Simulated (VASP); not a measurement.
# Y: drag along a line

Y, slab, 13 atoms in the cell. PBE, constrained relaxations along a path; PAW potentials Y_sv (PBE set).

Path: drag along a line, Y hops from a hollow site to the next hollow site of Y(100).

## Input

INCAR:
```
SYSTEM = Y
ALGO = Normal ; EDIFF = 1E-6
EDIFFG = -0.03 ; ENCUT = 200
IBRION = 2 ; ISIF = 2
ISMEAR = 1 ; KPAR = 2
LASPH = .TRUE. ; LCHARG = .FALSE.
LREAL = .FALSE. ; LWAVE = .FALSE.
NELM = 100 ; NSW = 60
POTIM = 0.5 ; PREC = Normal
SIGMA = 0.1
```

KPOINTS:
```
k-points
0
Gamma
  2 2 1
```

POSCAR.step1:
```
Y
1.0
    7.2181207396      0.0000000000      0.0000000000
    0.0000000000      7.2181207396      0.0000000000
    0.0000000000      0.0000000000     20.2739821224
Y
13
Selective dynamics
Direct
    0.0000000000      0.0000000000      0.2959458070  F F F
    0.5000000000      0.0000000000      0.2959458070  F F F
    0.0000000000      0.5000000000      0.2959458070  F F F
    0.5000000000      0.5000000000      0.2959458070  F F F
    0.2500000000      0.2500000000      0.4218209827  T T T
    0.7500000000      0.2500000000      0.4218209827  T T T
    0.2500000000      0.7500000000      0.4218209827  T T T
    0.7500000000      0.7500000000      0.4218209827  T T T
    0.0000000000      0.0000000000      0.5476961583  T T T
    0.5000000000      0.0000000000      0.5476961583  T T T
    0.0000000000      0.5000000000      0.5476961583  T T T
    0.5000000000      0.5000000000      0.5476961583  T T T
    0.2500000000      0.2500000000      0.6814688793  F T T
```

POSCAR.step2:
```
Y
1.0
    7.2181207396      0.0000000000      0.0000000000
    0.0000000000      7.2181207396      0.0000000000
    0.0000000000      0.0000000000     20.2739821224
Y
13
Selective dynamics
Direct
    0.0000000000      0.0000000000      0.2959458070  F F F
    0.5000000000      0.0000000000      0.2959458070  F F F
    0.0000000000      0.5000000000      0.2959458070  F F F
    0.5000000000      0.5000000000      0.2959458070  F F F
    0.2500000000      0.2500000000      0.4218209827  T T T
    0.7500000000      0.2500000000      0.4218209827  T T T
    0.2500000000      0.7500000000      0.4218209827  T T T
    0.7500000000      0.7500000000      0.4218209827  T T T
    0.0000000000      0.0000000000      0.5476961583  T T T
    0.5000000000      0.0000000000      0.5476961583  T T T
    0.0000000000      0.5000000000      0.5476961583  T T T
    0.5000000000      0.5000000000      0.5476961583  T T T
    0.1500000000      0.2500000000      0.6814688793  F T T
```

POSCAR.step3:
```
Y
1.0
    7.2181207396      0.0000000000      0.0000000000
    0.0000000000      7.2181207396      0.0000000000
    0.0000000000      0.0000000000     20.2739821224
Y
13
Selective dynamics
Direct
    0.0000000000      0.0000000000      0.2959458070  F F F
    0.5000000000      0.0000000000      0.2959458070  F F F
    0.0000000000      0.5000000000      0.2959458070  F F F
    0.5000000000      0.5000000000      0.2959458070  F F F
    0.2500000000      0.2500000000      0.4218209827  T T T
    0.7500000000      0.2500000000      0.4218209827  T T T
    0.2500000000      0.7500000000      0.4218209827  T T T
    0.7500000000      0.7500000000      0.4218209827  T T T
    0.0000000000      0.0000000000      0.5476961583  T T T
    0.5000000000      0.0000000000      0.5476961583  T T T
    0.0000000000      0.5000000000      0.5476961583  T T T
    0.5000000000      0.5000000000      0.5476961583  T T T
    0.0750000000      0.2500000000      0.6814688793  F T T
```

POSCAR.step4:
```
Y
1.0
    7.2181207396      0.0000000000      0.0000000000
    0.0000000000      7.2181207396      0.0000000000
    0.0000000000      0.0000000000     20.2739821224
Y
13
Selective dynamics
Direct
    0.0000000000      0.0000000000      0.2959458070  F F F
    0.5000000000      0.0000000000      0.2959458070  F F F
    0.0000000000      0.5000000000      0.2959458070  F F F
    0.5000000000      0.5000000000      0.2959458070  F F F
    0.2500000000      0.2500000000      0.4218209827  T T T
    0.7500000000      0.2500000000      0.4218209827  T T T
    0.2500000000      0.7500000000      0.4218209827  T T T
    0.7500000000      0.7500000000      0.4218209827  T T T
    0.0000000000      0.0000000000      0.5476961583  T T T
    0.5000000000      0.0000000000      0.5476961583  T T T
    0.0000000000      0.5000000000      0.5476961583  T T T
    0.5000000000      0.5000000000      0.5476961583  T T T
    0.0000000000      0.2500000000      0.6814688793  F T T
```

POSCAR.step5:
```
Y
1.0
    7.2181207396      0.0000000000      0.0000000000
    0.0000000000      7.2181207396      0.0000000000
    0.0000000000      0.0000000000     20.2739821224
Y
13
Selective dynamics
Direct
    0.0000000000      0.0000000000      0.2959458070  F F F
    0.5000000000      0.0000000000      0.2959458070  F F F
    0.0000000000      0.5000000000      0.2959458070  F F F
    0.5000000000      0.5000000000      0.2959458070  F F F
    0.2500000000      0.2500000000      0.4218209827  T T T
    0.7500000000      0.2500000000      0.4218209827  T T T
    0.2500000000      0.7500000000      0.4218209827  T T T
    0.7500000000      0.7500000000      0.4218209827  T T T
    0.0000000000      0.0000000000      0.5476961583  T T T
    0.5000000000      0.0000000000      0.5476961583  T T T
    0.0000000000      0.5000000000      0.5476961583  T T T
    0.5000000000      0.5000000000      0.5476961583  T T T
   -0.0750000000      0.2500000000      0.6814688793  F T T
```

POSCAR.step6:
```
Y
1.0
    7.2181207396      0.0000000000      0.0000000000
    0.0000000000      7.2181207396      0.0000000000
    0.0000000000      0.0000000000     20.2739821224
Y
13
Selective dynamics
Direct
    0.0000000000      0.0000000000      0.2959458070  F F F
    0.5000000000      0.0000000000      0.2959458070  F F F
    0.0000000000      0.5000000000      0.2959458070  F F F
    0.5000000000      0.5000000000      0.2959458070  F F F
    0.2500000000      0.2500000000      0.4218209827  T T T
    0.7500000000      0.2500000000      0.4218209827  T T T
    0.2500000000      0.7500000000      0.4218209827  T T T
    0.7500000000      0.7500000000      0.4218209827  T T T
    0.0000000000      0.0000000000      0.5476961583  T T T
    0.5000000000      0.0000000000      0.5476961583  T T T
    0.0000000000      0.5000000000      0.5476961583  T T T
    0.5000000000      0.5000000000      0.5476961583  T T T
   -0.1500000000      0.2500000000      0.6814688793  F T T
```

POSCAR.step7:
```
Y
1.0
    7.2181207396      0.0000000000      0.0000000000
    0.0000000000      7.2181207396      0.0000000000
    0.0000000000      0.0000000000     20.2739821224
Y
13
Selective dynamics
Direct
    0.0000000000      0.0000000000      0.2959458070  F F F
    0.5000000000      0.0000000000      0.2959458070  F F F
    0.0000000000      0.5000000000      0.2959458070  F F F
    0.5000000000      0.5000000000      0.2959458070  F F F
    0.2500000000      0.2500000000      0.4218209827  T T T
    0.7500000000      0.2500000000      0.4218209827  T T T
    0.2500000000      0.7500000000      0.4218209827  T T T
    0.7500000000      0.7500000000      0.4218209827  T T T
    0.0000000000      0.0000000000      0.5476961583  T T T
    0.5000000000      0.0000000000      0.5476961583  T T T
    0.0000000000      0.5000000000      0.5476961583  T T T
    0.5000000000      0.5000000000      0.5476961583  T T T
   -0.2500000000      0.2500000000      0.6814688793  F T T
```

Commands (each step's output is kept before the next begins):
```
cat potpaw_PBE.64/Y_sv/POTCAR > POTCAR
cp POSCAR.step1 POSCAR
mpirun -np 4 vasp_std > vasp.out
cp POSCAR.step2 POSCAR
mpirun -np 4 vasp_std > vasp.out
cp POSCAR.step3 POSCAR
mpirun -np 4 vasp_std > vasp.out
cp POSCAR.step4 POSCAR
mpirun -np 4 vasp_std > vasp.out
cp POSCAR.step5 POSCAR
mpirun -np 4 vasp_std > vasp.out
cp POSCAR.step6 POSCAR
mpirun -np 4 vasp_std > vasp.out
cp POSCAR.step7 POSCAR
mpirun -np 4 vasp_std > vasp.out
```

## Result

- Barrier (eV): 0.385
- Ionic steps, all stages: 93
- Electronic steps, all stages: 1576

Energy along the pull:

| Share of the way | Energy above the start (eV) |
|---|---|
| 0 | 0.000 |
| 0.2 | 0.126 |
| 0.35 | 0.295 |
| 0.5 | 0.385 |
| 0.65 | 0.295 |
| 0.8 | 0.126 |
| 1 | 0.000 |

The slab is face-centred cubic Y(100), which isn't the element's stable structure, in-plane cell 7.22 × 7.22 Å, with 2 × 2 k points.

Limits: the cutoff lies under the usual one of these potentials, so the numbers hold a basis-set error; the adatom repeats in each 2 x 2 surface cell, and the slab has three layers.

VASP 6.6.1 took 3631 s on 4 cores (Intel Xeon Platinum 8375C @ 2.90GHz (Ice Lake)), a shared host.
